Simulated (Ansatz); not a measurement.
Write the native input for Ansatz 0.2.0 that does the following.

| Quantity | Value |
| --- | --- |
| Task | single point |
| Functional | PBE |
| Potentials or basis | all-electron PAW datasets made for the crystal |
| Cutoff | 260 eV (chosen from the basis error) |
| k mesh | 6 × 6 × 6 |
| Occupations | fermi-dirac, width 0.05 eV |
| Spin | no spin polarisation |

The system is PbS (Galena).

```
Pb S
1.0
     0.00000    2.96575    2.96575
     2.96575    0.00000    2.96575
     2.96575    2.96575    0.00000
Pb S
1 1
Direct
  0.00000 0.00000 0.00000
  0.50000 0.50000 0.50000
```

The input as run:

input.yaml

```yaml
crystal:
  lattice:
    - [0.0, 2.96575, 2.96575]
    - [2.96575, 0.0, 2.96575]
    - [2.96575, 2.96575, 0.0]
  atoms:
    - { symbol: Pb, position: [0.0, 0.0, 0.0] }
    - { symbol: S, position: [0.5, 0.5, 0.5] }
kpoints:
  mp_grid: { grid: [6, 6, 6] }
scf:
  occupations: { method: fermi_dirac, width: 0.05 }
hamiltonian:
  xc: pbe
  pseudopotentials: { kind: all_electron, datasets: crystal }
output:
  forces: true
  stress: true
  eigenvalues: true
```

Potentials or basis: all-electron PAW datasets made for the crystal.

Run with:

```bash
$ ansatz run input.yaml --threads 1 --pin off --max-ram 3072MiB --backend cpu --events-out ev --progress --plain --runs-dir out
```

It gave:

```yaml
Pressure: 2.2 GPa
Band_gap_on_the_k_mesh: 0.36 eV, direct
```

Caveat: spin-orbit coupling is left out, which as a rule narrows the gap of such compounds by several tenths of an eV.

Run time: 2.9 s on 1 thread of Arm Neoverse V1 (shared host), peak memory 0.37 GiB.
